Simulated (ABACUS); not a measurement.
# InAs (F-43m) in ABACUS: settings compared

The runs below take InAs through band structure, equation of state, with PBE, WC, HCTH407.

Program: ABACUS 3.10.1. These are calculated values, not measurements. Logs are shortened: lines on timing, memory, paths and dates and some standing lists are left out, and cuts for length are marked.

**1. The structure**

Symmetry: F-43m, No. 216, cubic system. Conventional cell: a = 6.036 Å, b = 6.036 Å, c = 6.036 Å, α = 90.00°, β = 90.00°, γ = 90.00°. In (site symmetry -43m) has 4 As at 2.61 Å as nearest neighbours. As (site symmetry -43m) is surrounded by 4 In at 2.61 Å.

**2. Band structure, PBE**

INPUT

```
INPUT_PARAMETERS
suffix              InAs
calculation         nscf
basis_type          lcao
pseudo_dir          ./
orbital_dir         ./
symmetry            -1
dft_functional      pbe
ecutwfc             100.0
pseudo_rcut         10
nspin               1
nbands              24
ks_solver           genelpa
smearing_method     fd
smearing_sigma      0.00367493
scf_thr             1e-07
scf_nmax            100
mixing_type         broyden
mixing_beta         0.7
init_chg            file
out_band            1
```

STRU

```
ATOMIC_SPECIES
In 114.8180 49_In_13_2.5_3.1_pbe_n_v1.0.upf
As 74.9216 33_As_15_1.8_2.1_pbe_n_v1.0.upf

NUMERICAL_ORBITAL
In_confined-atom_8au_3s3p3d1f.orb
As_confined-atom_7au_3s3p3d1f.orb

LATTICE_CONSTANT
1.8897261246

LATTICE_VECTORS
0.0000000000 3.0180000000 3.0180000000
3.0180000000 0.0000000000 3.0180000000
3.0180000000 3.0180000000 0.0000000000

ATOMIC_POSITIONS
Direct

In
0.0
1
0.0000000000 0.0000000000 0.0000000000 1 1 1

As
0.0
1
0.7500000000 0.7500000000 0.7500000000 1 1 1
```

KPT

```
K_POINTS
12
Line
0.00000000 0.00000000 0.00000000 10 // G
0.50000000 0.00000000 0.50000000 10 // X
0.50000000 0.25000000 0.75000000 10 // W
0.37500000 0.37500000 0.75000000 10 // K
0.00000000 0.00000000 0.00000000 10 // G
0.50000000 0.50000000 0.50000000 10 // L
0.62500000 0.25000000 0.62500000 10 // U
0.50000000 0.25000000 0.75000000 10 // W
0.50000000 0.50000000 0.50000000 10 // L
0.37500000 0.37500000 0.75000000 1 // K
0.62500000 0.25000000 0.62500000 10 // U
0.50000000 0.00000000 0.50000000 1 // X
```

Potentials or basis: SPMS ONCV 1.0 PBE, TZDP LCAO (the cutoffs set its grid).

Command:

```
$ OMP_NUM_THREADS=1 mpirun -np 4 abacus > log
```

running log:

```text
ABACUS v3.10.1

               Atomic-orbital Based Ab-initio Computation at UStc

 ------------------------------------------------------------------------------------

 READING GENERAL INFORMATION
                           global_out_dir = OUT.InAs/
                           global_in_card = INPUT
                               pseudo_dir = ./
                              orbital_dir = ./
                                    DSIZE = 4
                                    GSIZE = 1

 READING UNITCELL INFORMATION
                                    ntype = 2
                  lattice constant (Bohr) = 1.88973
              lattice constant (Angstrom) = 1

 READING ATOM TYPE 1
                               atom label = In
                      L=0, number of zeta = 3
                      L=1, number of zeta = 3
                      L=2, number of zeta = 3
                      L=3, number of zeta = 1
             number of atom for this type = 1

 READING ATOM TYPE 2
                               atom label = As
                      L=0, number of zeta = 3
                      L=1, number of zeta = 3
                      L=2, number of zeta = 3
                      L=3, number of zeta = 1
             number of atom for this type = 1

                        TOTAL ATOM NUMBER = 2
DIRECT COORDINATES
    atom                   x                   y                   z     mag                  vx                  vy                  vz
taud_In1            0.0000000000        0.0000000000        0.0000000000  0.0000        0.0000000000        0.0000000000        0.0000000000
taud_As1            0.7500000000        0.7500000000        0.7500000000  0.0000        0.0000000000        0.0000000000        0.0000000000

                          Volume (Bohr^3) = 371.009
                             Volume (A^3) = 54.9778

 Lattice vectors: (Cartesian coordinate: in unit of a_0)
                   +0              +3.018              +3.018
               +3.018                  +0              +3.018
               +3.018              +3.018                  +0
 Reciprocal vectors: (Cartesian coordinate: in unit of 2 pi/a_0)
            -0.165673           +0.165673           +0.165673
            +0.165673           -0.165673           +0.165673
            +0.165673           +0.165673           -0.165673
 The esolver type has been set to : ksdft_lcao

                PAO radial cut off (Bohr) = 10

 Read in pseudopotential file is 49_In_13_2.5_3.1_pbe_n_v1.0.upf
                     pseudopotential type = NC
          exchange-correlation functional = PBE
                 nonlocal core correction = 1
                        valence electrons = 13
                                     lmax = 2
                           number of zeta = 3
                     number of projectors = 6
                           L of projector = 0
                           L of projector = 0
                           L of projector = 1
                           L of projector = 1
                           L of projector = 2
                           L of projector = 2
                PAO radial cut off (Bohr) = 10

 Read in pseudopotential file is 33_As_15_1.8_2.1_pbe_n_v1.0.upf
                     pseudopotential type = NC
          exchange-correlation functional = PBE
                 nonlocal core correction = 1
                        valence electrons = 15
                                     lmax = 2
                           number of zeta = 3
                     number of projectors = 6
                           L of projector = 0
                           L of projector = 0
                           L of projector = 1
                           L of projector = 1
                           L of projector = 2
                           L of projector = 2
     initial pseudo atomic orbital number = 18

 SETUP THE ELECTRONS NUMBER
            electron number of element In = 13
      total electron number of element In = 13
            electron number of element As = 15
      total electron number of element As = 15
            AUTOSET number of electrons:  = 28
                           occupied bands = 14
                                   NLOCAL = 68
                                   NBANDS = 24
                                   NBANDS = 24
                                   NLOCAL = 68

%%%%%%%%%%%%%%%%%%%%%%%%%%%%%%%%%%%%%%%%%%%%%%%%%%%%%%%%%%%%%%%%%%%%%%%%%%%%%%%%%%%%%%%%%%%%%%%%%%%%%%%%%%
 Warning: the number of valence electrons in pseudopotential > 3 for In: [Kr] 4d10 5s2 5p1
 Warning: the number of valence electrons in pseudopotential > 5 for As: [Ar] 3d10 4s2 4p3
 Pseudopotentials with additional electrons can yield (more) accurate outcomes, but may be less efficient.
 If you're confident that your chosen pseudopotential is appropriate, you can safely ignore this warning.
%%%%%%%%%%%%%%%%%%%%%%%%%%%%%%%%%%%%%%%%%%%%%%%%%%%%%%%%%%%%%%%%%%%%%%%%%%%%%%%%%%%%%%%%%%%%%%%%%%%%%%%%%%

 SETUP THE PLANE WAVE BASIS
 energy cutoff for charge/potential (unit:Ry) = 400
            fft grid for charge/potential = [ 54, 54, 54 ]
                        fft grid division = [ 2, 2, 2 ]
        big fft grid for charge/potential = [ 27, 27, 27 ]
                                     nbxx = 5103
                                     nrxx = 40824

 SETUP PLANE WAVES FOR CHARGE/POTENTIAL
                    number of plane waves = 50237
                         number of sticks = 1789

 PARALLEL PW FOR CHARGE/POTENTIAL
     PROC   COLUMNS(POT)             PW
        1            447          12558
        2            447          12558
        3            448          12563
        4            447          12558
 --------------- sum -------------------
        4           1789          50237
                            number of |g| = 441
                                  max |g| = 36.1208
                                  min |g| = 0.0823423

----------- Double Check Mixing Parameters Begin ------------
mixing_type: broyden
mixing_beta: 0.7
mixing_gg0: 1
mixing_gg0_min: 0.1
mixing_ndim: 8
----------- Double Check Mixing Parameters End ------------

 SETUP K-POINTS
                                    nspin = 1
                                   nkstot = 102
K-POINTS DIRECT COORDINATES
 KPOINTS    DIRECT_X    DIRECT_Y    DIRECT_Z  WEIGHT
       1  0.00000000  0.00000000  0.00000000  1.0000
       2  0.05000000  0.00000000  0.05000000  1.0000
       3  0.10000000  0.00000000  0.10000000  1.0000
       4  0.15000000  0.00000000  0.15000000  1.0000
       5  0.20000000  0.00000000  0.20000000  1.0000
       6  0.25000000  0.00000000  0.25000000  1.0000
[... 22 lines left out ...]
      29  0.40000000  0.35000000  0.75000000  1.0000
      30  0.38750000  0.36250000  0.75000000  1.0000
[... 72 further k points ...]

           k-point number in this process = 102
       minimum distributed K point number = 102

[... K-POINTS CARTESIAN COORDINATES: 102 rows ...]

[... K-POINTS DIRECT COORDINATES: 102 rows ...]

 SETUP PLANE WAVES FOR WAVE FUNCTIONS
     energy cutoff for wavefunc (unit:Ry) = 100
              fft grid for wave functions = [ 54, 54, 54 ]
                    number of plane waves = 7583
                         number of sticks = 511

 PARALLEL PW FOR WAVE FUNCTIONS
     PROC   COLUMNS(POT)             PW
        1            127           1896
        2            127           1896
        3            130           1895
        4            127           1896
 --------------- sum -------------------
        4            511           7583

 SET NONLOCAL PSEUDOPOTENTIAL PROJECTORS
 SET NONLOCAL PSEUDOPOTENTIAL PROJECTORS
 max number of nonlocal projetors among all species is 6

 -------------------------------------------
 NONSELF-CONSISTENT
 -------------------------------------------

 SETUP SEARCHING RADIUS FOR PROGRAM TO SEARCH ADJACENT ATOMS
                  longest orb rcut (Bohr) = 8
   longest nonlocal projector rcut (Bohr) = 3.1
                     search radius (Bohr) = 22.2
              searching radius is (Bohr)) = 22.2
         searching radius unit is (Bohr)) = 1.89
                         PeriodicBoundary = 1
                        Radius(unit:lat0) = 11.7
                                   glayer = [ 5, 5, 5 ]
                             glayer_minus = [ 4, 4, 4 ]

Find the coordinate range of the input atom(unit:lat0).
                                  min_tau = [ -24.1, -24.1, -24.1 ]
                                  max_tau = [ 28.7, 28.7, 28.7 ]
                                BoxNumber = [ 9, 9, 9 ]

 SETUP EXTENDED REAL SPACE GRID FOR GRID INTEGRATION
                          real space grid = [ 54, 54, 54 ]
                 big cell numbers in grid = [ 27, 27, 27 ]
             meshcell numbers in big cell = [ 2, 2, 2 ]
                        extended fft grid = [ 33, 33, 33 ]
                dimension of extened grid = [ 94, 94, 94 ]
                            UnitCellTotal = 125
              Atom number in sub-FFT-grid = 2
    Local orbitals number in sub-FFT-grid = 68
                                ParaV.nnr = 84966
                                 init_chg = file
 try to read charge from file
 Read in the charge density: OUT.InAs//InAs-CHARGE-DENSITY.restart

 LCAO ALGORITHM --------------- ION=   1  ELEC=   1--------------------------------
[... levels at 102 k points of this process ...]

 Density error is 0.00000000000
----------------------------------------------------------
     Energy           Rydberg                 eV
----------------------------------------------------------
 E_KohnSham     -320.8757545344      -4365.7386117172
 E_KS(sigma->0) -320.8755514479      -4365.7358485830
 E_Harris       -320.8757545344      -4365.7386117172
 E_band         -21.0029372897       -285.7596218772
 E_one_elec     -147.8251352705      -2011.2641472999
 E_Hartree      88.8584388546        1208.9810838073
 E_xc           -76.1188215368       -1035.6496979460
 E_Ewald        -185.7898304086      -2527.8003240101
 E_entropy(-TS) -0.0004061731        -0.0055262685
 E_descf        0.0000000000         0.0000000000
 E_exx          0.0000000000         0.0000000000
 E_Fermi        0.6559507398         8.9246676692
----------------------------------------------------------

 charge density convergence is achieved
 final etot is -4365.7386117 eV
 EFERMI = 8.9246676692 eV

 STATE ENERGY(eV) AND OCCUPATIONS    NSPIN == 1
 1/102 kpoint (Cartesian) = 0.0000 0.0000 0.0000 (1561 pws)
       1       -26.1966      0.0196078
       2       -26.1966      0.0196078
       3       -26.1966      0.0196078
       4       -26.1832      0.0196078
       5       -26.1832      0.0196078
       6       -5.64626      0.0196078
[... 16 lines left out ...]
      23        19.5936        0.00000
      24        19.5936        0.00000

 2/102 kpoint (Cartesian) = 0.0000 0.016567 0.0000 (1569 pws)
       1       -26.1966      0.0196078
       2       -26.1966      0.0196078
       3       -26.1966      0.0196078
       4       -26.1832      0.0196078
       5       -26.1832      0.0196078
       6       -5.65180      0.0196078
[... 16 lines left out ...]
      23        19.6775        0.00000
      24        20.1951        0.00000

 3/102 kpoint (Cartesian) = 0.0000 0.033135 0.0000 (1565 pws)
       1       -26.1967      0.0196078
       2       -26.1966      0.0196078
       3       -26.1966      0.0196078
       4       -26.1832      0.0196078
       5       -26.1832      0.0196078
       6       -5.66742      0.0196078
[... 16 lines left out ...]
      23        19.9299        0.00000
      24        20.9952        0.00000

 4/102 kpoint (Cartesian) = 0.0000 0.049702 0.0000 (1568 pws)
       1       -26.1967      0.0196078
       2       -26.1965      0.0196078
       3       -26.1965      0.0196078
       4       -26.1833      0.0196078
       5       -26.1831      0.0196078
       6       -5.69045      0.0196078
[... 16 lines left out ...]
      23        20.3524        0.00000
      24        21.6838        0.00000

 5/102 kpoint (Cartesian) = 0.0000 0.066269 0.0000 (1567 pws)
       1       -26.1968      0.0196078
       2       -26.1964      0.0196078
       3       -26.1964      0.0196078
       4       -26.1833      0.0196078
       5       -26.1831      0.0196078
       6       -5.71762      0.0196078
[... 16 lines left out ...]
      23        20.9471        0.00000
      24        22.3141        0.00000

 6/102 kpoint (Cartesian) = 0.0000 0.082836 0.0000 (1565 pws)
       1       -26.1968      0.0196078
       2       -26.1964      0.0196078
       3       -26.1964      0.0196078
       4       -26.1833      0.0196078
       5       -26.1830      0.0196078
       6       -5.74575      0.0196078
[... 16 lines left out ...]
      23        21.7150        0.00000
      24        23.0024        0.00000

[... levels at 96 further k points ...]

 --------------------------------------------
 !FINAL_ETOT_IS -4365.738611717238 eV
 --------------------------------------------

 Output bands in file: OUT.InAs/BANDS_1.dat
```

Run time: 0.95 s. Hardware: 4 MPI ranks of AMD EPYC 9R45 (Zen 5), shared host; peak memory 0.56 GiB.

Levels at the corners of the path, in eV from the Fermi level:
```csv
point,band 11,band 12,band 13,band 14,band 15,band 16,band 17,band 18
Γ,-11.94,-0.11,-0.05,-0.05,-0.05,3.89,3.89,3.89
X,-9.93,-5.92,-2.39,-2.39,1.51,2.03,9.25,9.35
W,-9.88,-5.77,-3.02,-2.94,4.21,4.28,5.03,6.11
K,-9.95,-5.78,-3.34,-2.01,2.09,4.27,7.35,7.45
Γ,-11.94,-0.11,-0.05,-0.05,-0.05,3.89,3.89,3.89
L,-10.48,-5.85,-1.05,-1.05,0.93,4.66,4.66,6.97
U,-9.95,-5.78,-3.34,-2.01,2.09,4.27,7.35,7.45
W,-9.88,-5.77,-3.02,-2.94,4.21,4.28,5.03,6.11
L,-10.48,-5.85,-1.05,-1.05,0.93,4.66,4.66,6.97
K,-9.95,-5.78,-3.34,-2.01,2.09,4.27,7.35,7.45
U,-9.95,-5.78,-3.34,-2.01,2.09,4.27,7.35,7.45
X,-9.93,-5.92,-2.39,-2.39,1.51,2.03,9.25,9.35
```

Caveat: the atomic orbitals were generated for these runs and aren't a published set; the density is read from an earlier self-consistent run, whose mesh may be coarse; spin-orbit coupling is left out, which moves the levels of the heavy elements; the basis of atomic orbitals isn't converged, which shifts pressures, moduli and gaps.

**3. Band structure, WC**

INPUT

```
INPUT_PARAMETERS
suffix              InAs
calculation         nscf
basis_type          pw
pseudo_dir          ./
symmetry            -1
dft_functional      wc
ecutwfc             40.0
pseudo_rcut         10
nspin               1
nbands              19
ks_solver           dav
smearing_method     fd
smearing_sigma      0.00367493
scf_thr             1e-08
scf_nmax            100
mixing_type         broyden
mixing_beta         0.7
ecutrho             320.0
init_chg            file
pw_diag_thr         1e-07
out_band            1
kpar                4
```

STRU, as its differences from that of step 2:

```diff
@@ -1,8 +1,4 @@
 ATOMIC_SPECIES
-In 114.8180 49_In_13_2.5_3.1_pbe_n_v1.0.upf
-As 74.9216 33_As_15_1.8_2.1_pbe_n_v1.0.upf
-
-NUMERICAL_ORBITAL
-In_confined-atom_8au_3s3p3d1f.orb
-As_confined-atom_7au_3s3p3d1f.orb
+In 114.8180 in_pbesol_v1.4.uspp.F.UPF
+As 74.9216 as_pbesol_v1.uspp.F.UPF
```

KPT is that of step 2.

Potentials or basis: GBRV ultrasoft 1.5 PBEsol, plane waves.

Command:

```
$ OMP_NUM_THREADS=1 mpirun -np 4 abacus > log
```

Run time: 6.7 s. Hardware: 4 MPI ranks of Intel Xeon 6975P-C (Granite Rapids), shared host; peak memory 0.76 GiB.

Levels at the corners of the path, in eV from the Fermi level:
| point | band 7 | band 8 | band 9 | band 10 | band 11 | band 12 |
| --- | --- | --- | --- | --- | --- | --- |
| Γ | -0.35 | -0.04 | -0.04 | -0.04 | 3.81 | 3.81 |
| X | -5.96 | -2.41 | -2.41 | 1.37 | 1.93 | 9.02 |
| W | -5.81 | -3.05 | -2.98 | 4.14 | 4.16 | 4.88 |
| K | -5.82 | -3.38 | -2.03 | 1.96 | 4.16 | 7.19 |
| Γ | -0.35 | -0.04 | -0.04 | -0.04 | 3.81 | 3.81 |
| L | -5.89 | -1.05 | -1.05 | 0.82 | 4.58 | 4.58 |
| U | -5.82 | -3.38 | -2.03 | 1.96 | 4.16 | 7.19 |
| W | -5.81 | -3.05 | -2.98 | 4.14 | 4.16 | 4.88 |
| L | -5.89 | -1.05 | -1.05 | 0.82 | 4.58 | 4.58 |
| K | -5.82 | -3.38 | -2.03 | 1.96 | 4.16 | 7.19 |
| U | -5.82 | -3.38 | -2.03 | 1.96 | 4.16 | 7.19 |
| X | -5.96 | -2.41 | -2.41 | 1.37 | 1.93 | 9.02 |

Caveat: the density is read from an earlier self-consistent run, whose mesh may be coarse; spin-orbit coupling is left out, which moves the levels of the heavy elements.

(Part 1 of 2 ends here.)
